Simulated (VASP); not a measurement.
A calculation with VASP 6.6.1 of FeO (Wuestite) (native input, structure from a POSCAR):

The input INCAR:

```
SYSTEM = FeO
  PREC = Accurate
  ENCUT = 500
  EDIFF = 1E-7
  ISMEAR = 0
  SIGMA = 0.1
  LREAL = .FALSE.
  LASPH = .TRUE.
  NELM = 100
  ALGO = Normal
  ISIF = 2
  LWAVE = .FALSE.
  LCHARG = .TRUE.
  ISPIN = 2
  MAGMOM = 3 0
  LORBIT = 11
  LMAXMIX = 4
  GGA = PE
  LELF = .TRUE.
  LVHAR = .TRUE.
  NBANDS = 18
```

The input KPOINTS:

```
Automatic mesh
0
G
  11 11 11
  0 0 0
```

The input POSCAR:

```
FeO
1.0
    0.0000000000      2.1554000000      2.1554000000
    2.1554000000      0.0000000000      2.1554000000
    2.1554000000      2.1554000000      0.0000000000
Fe O
1 1
Cartesian
    0.0000000000      0.0000000000      0.0000000000
    2.1554000000      2.1554000000      2.1554000000
```

Potentials or basis: VASP PAW PBE potentials, release 64 (Fe, O).

Run with:

```console
$ cat potpaw_PBE.64/Fe/POTCAR potpaw_PBE.64/O/POTCAR > POTCAR
$ mpirun -np 1 vasp_std > vasp.out
```

Write the same calculation in another form: ASE script, structure typed inline.

As run:

run.py

```python
from ase import Atoms
from ase.calculators.vasp import Vasp
from ase.dft.bandgap import bandgap

atoms = Atoms(
    ['Fe', 'O'],
    cell=[[0.0, 2.1554, 2.1554], [2.1554, 0.0, 2.1554], [2.1554, 2.1554, 0.0]],
    scaled_positions=[[0.0, 0.0, 0.0], [0.5, 0.5, 0.5]],
    pbc=True,
)
atoms.set_initial_magnetic_moments([3.0, 0.0])
calc = Vasp(
    directory='calc',
    xc='pbe',
    pp='PBE',
    setups='minimal',
    prec='Accurate',
    encut=500,
    ediff=1e-06,
    ismear=0,
    sigma=0.1,
    lreal=False,
    lasph=True,
    nelm=150,
    algo='Normal',
    isif=2,
    lwave=False,
    lcharg=False,
    ispin=2,
    lorbit=11,
    lmaxmix=4,
    kpts=[11, 11, 11],
    gamma=True,
    nbands=18,
)
atoms.calc = calc

print('energy (eV):', atoms.get_potential_energy())
print('free energy (eV):', atoms.get_potential_energy(force_consistent=True))
print('forces (eV/A):')
print(atoms.get_forces())
print('stress (eV/A^3, Voigt):', atoms.get_stress())
print('Fermi level (eV):', calc.get_fermi_level())
print('moment (muB):', atoms.get_magnetic_moment())
print('site moments (muB):', atoms.get_magnetic_moments())
gap, top, bottom = bandgap(calc)
print('band gap (eV):', gap, 'from (spin, k, band)', top, 'to', bottom)
```

Potentials or basis: VASP PAW PBE potentials, release 64 (Fe, O).

Run with:

```console
$ python run.py
```

Both were run:

|  | native input, structure from a POSCAR | ASE script, structure typed inline |
| --- | --- | --- |
| Pressure | -0.2 GPa | -0.3 GPa |
| Band gap on the k mesh | none (metal or under the smearing width) | none (metal or under the smearing width) |
| Net moment | 4.00 μB per cell | 4.00 μB per cell |
| Site moments | Fe +3.62; O +0.30 μB | Fe +3.62; O +0.30 μB |
| Valence electrons inside the program's atomic spheres | Fe 6.73; O 5.00 | Fe 6.73; O 5.00 |

Keys that steer only the numerical path or the files written may differ.

Caveat: a cell with one magnetic atom can't hold antiferromagnetic order, which such compounds often take; semilocal functionals often make such compounds metallic where correlation or magnetic order opens a gap, which also shifts bond lengths.
